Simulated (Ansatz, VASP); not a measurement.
# Te: VASP beside Ansatz

INCAR

```
PREC = Accurate
ENCUT = 520
EDIFF = 1E-6
ISMEAR = 0
SIGMA = 0.01
LREAL = False
LASPH = True
NELM = 80
ALGO = Normal
ISIF = 2
LWAVE = False
LCHARG = False
GGA = PE
NBANDS = 16
```

File KPOINTS:

```
Automatic mesh
0
Gamma
  3 3 2
```

File POSCAR:

```
Te
1.0
    4.4540000000      0.0000000000      0.0000000000
   -2.2270000000      3.8572771485      0.0000000000
    0.0000000000      0.0000000000      5.9240000000
Te
3
Direct
    0.7310000000      0.7310000000      0.0000000000
    0.0000000000      0.2690000000      0.6666666667
    0.2690000000      0.0000000000      0.3333333333
```

Input for Ansatz:

```yaml
crystal:
  lattice:
    - [4.454, 0.0, 0.0]
    - [-2.227, 3.8572771485, 0.0]
    - [0.0, 0.0, 5.924]
  atoms:
    - { symbol: Te, position: [0.731, 0.731, 0.0] }
    - { symbol: Te, position: [0.0, 0.269, 0.6666666667] }
    - { symbol: Te, position: [0.269, 0.0, 0.3333333333] }
hamiltonian:
  xc: pbe
  pseudopotentials: { kind: paw }
kpoints:
  mp_grid: { grid: [3, 3, 2] }
scf:
  occupations: { method: fixed }
basis:
  ecutwfc: 500
gw:
  n_empty_bands: 636
  ecut_chi: 300
  qp_bands: [v2, c2]
  qp_kpoints: band_edges
  screening: { model: contour_deformation }
```

Alike in both runs: task single point; functional PBE; k mesh 3 × 3 × 2; no spin polarisation.

|  | VASP | Ansatz |
| --- | --- | --- |
| version | VASP 6.6.1 | Ansatz 0.2.0 |
| potentials or method | VASP PAW PBE potentials, release 64 (Te) | scalar-relativistic, plane waves, PAW |
| plane-wave cutoff (eV) | 520 | 500 |
| occupations | gaussian, width 0.01 eV | fixed |
| valence electrons in the cell | 18 | 48 |

Ansatz gave:

| Property | Result |
| --- | --- |
| gap on the k mesh at the Fermi level (eV) | 0.18 |

Question: What did VASP give for the same quantities?

Answer: gap on the k mesh at the Fermi level (eV): 0.16.

The two sets of potentials don't hold the same shells in valence.

Caveats: the k mesh is coarse (spacing up to 0.54 Å⁻¹), so the values aren't converged; spin-orbit coupling is left out, which moves the levels of the heavy elements; an odd mesh through Γ misses points on the zone boundary, where band edges often lie.
